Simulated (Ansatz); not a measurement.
# In: response to strain

Aim: deform In (equal xy, yz and zx engineering shear strains of -2 %) and compute stress, forces and field gradients with LAPW, PAW and all-electron datasets made for the crystal.

Computed with Ansatz 0.2.0 (DFT PBE, scalar-relativistic, unless a step's input says otherwise).

### 1 The starting structure

The structure is trigonal, space group R-3m (No. 166). Conventional cell: a = 3.339 Å, b = 3.339 Å, c = 24.622 Å, α = 90.00°, β = 90.00°, γ = 120.00°. In (site symmetry -3m) has 12 In at 3.34 to 3.35 Å as nearest neighbours. In (site symmetry 3m) is surrounded by 12 In at 3.34 to 3.35 Å.

Structure file:

```cif
data_structure
_symmetry_space_group_name_H-M 'R-3m:H'
_symmetry_Int_Tables_number 166
_cell_length_a 3.3393
_cell_length_b 3.3393
_cell_length_c 24.6224
_cell_angle_alpha 90.000
_cell_angle_beta 90.000
_cell_angle_gamma 120.000
_cell_volume 237.77
loop_
_atom_site_label
_atom_site_type_symbol
_atom_site_symmetry_multiplicity
_atom_site_Wyckoff_symbol
_atom_site_fract_x
_atom_site_fract_y
_atom_site_fract_z
_atom_site_occupancy
In1 In 3 a 0.00000 0.00000 0.00000 1
In2 In 6 c 0.00000 0.00000 0.77801 1
```

The file gives the conventional cell by its symmetry; the runs use the cell typed in the input.

Atoms are numbered in the order of the input: In1, In2, In3.

### 2 After the deformation

Space group R-3m before, P-1 after.

### 3 LAPW, all electrons

input.yaml reads:

```yaml
crystal:
  lattice:
    - [1.5779225314, 0.8651942648, 8.1811272292]
    - [-1.7613511018, 0.8985870012, 8.2145199655]
    - [-0.0627953272, -2.0100051635, 8.2267425553]
  atoms:
    - { symbol: In, position: [0.0, 0.0, 0.0] }
    - { symbol: In, position: [0.77801224, 0.77801224, 0.77801224] }
    - { symbol: In, position: [0.22198776, 0.22198776, 0.22198776] }
kpoints:
  mp_grid: { grid: [14, 14, 14] }
  band_path:
    path:
      - [0.0, 0.0, 0.0]
      - [0.0, 0.0, -0.5]
      - [0.5, 0.5, 0.5]
      - [0.0, 0.0, 0.0]
      - [0.0, -0.5, 0.0]
      - [0.5, 0.0, 0.0]
      - [0.0, 0.0, 0.0]
      - [0.5, 0.0, 0.5]
      - [0.0, -0.5, -0.5]
    npoints: 5
scf:
  occupations: { method: fermi_dirac, width: 0.05 }
hamiltonian:
  xc: pbe
  pseudopotentials: { kind: all_electron, lapw: { basis_error: 0.0005 } }
output:
  forces: true
  stress: true
  eigenvalues: true
```

Started as:

```
$ ansatz run input.yaml --threads 1 --pin off --max-ram 6144MiB --backend cpu --events-out ev --progress --plain --runs-dir out
```

### 4 PAW on the default files

input.yaml reads:

```yaml
crystal:
  lattice:
    - [1.5779225314, 0.8651942648, 8.1811272292]
    - [-1.7613511018, 0.8985870012, 8.2145199655]
    - [-0.0627953272, -2.0100051635, 8.2267425553]
  atoms:
    - { symbol: In, position: [0.0, 0.0, 0.0] }
    - { symbol: In, position: [0.77801224, 0.77801224, 0.77801224] }
    - { symbol: In, position: [0.22198776, 0.22198776, 0.22198776] }
kpoints:
  mp_grid: { grid: [14, 14, 14] }
scf:
  occupations: { method: fermi_dirac, width: 0.05 }
hamiltonian:
  xc: pbe
  pseudopotentials: { kind: paw }
output:
  forces: true
  stress: true
  eigenvalues: true
  efg: { contact_densities: true }
```

### 5 All-electron PAW on datasets made for the crystal

Changes to input.yaml since step 4:

```diff
@@ -15,3 +15,3 @@
   xc: pbe
-  pseudopotentials: { kind: paw }
+  pseudopotentials: { kind: all_electron, datasets: crystal }
 output:
```

(Steps that only read results are left out.)

Before running it: what results should come out? Wanted: pressure; largest shear or deviatoric stress.

The runs gave:

```
                                 quantity                                           value
                                 pressure  LAPW 1.73, PAW 1.73, crystal datasets 1.73 GPa
largest shear or deviatoric stress (LAPW)                                        0.19 GPa
```

What this shows: The largest part of the stress beyond the pressure is 0.19 GPa in size, in the zz component; the atoms are carried along and not relaxed. No run of the undeformed cell stands beside it, so the pressure holds what the given cell had before the change. PAW: stress within 0.01 GPa of LAPW. Crystal datasets: stress within 0.01 GPa of LAPW.
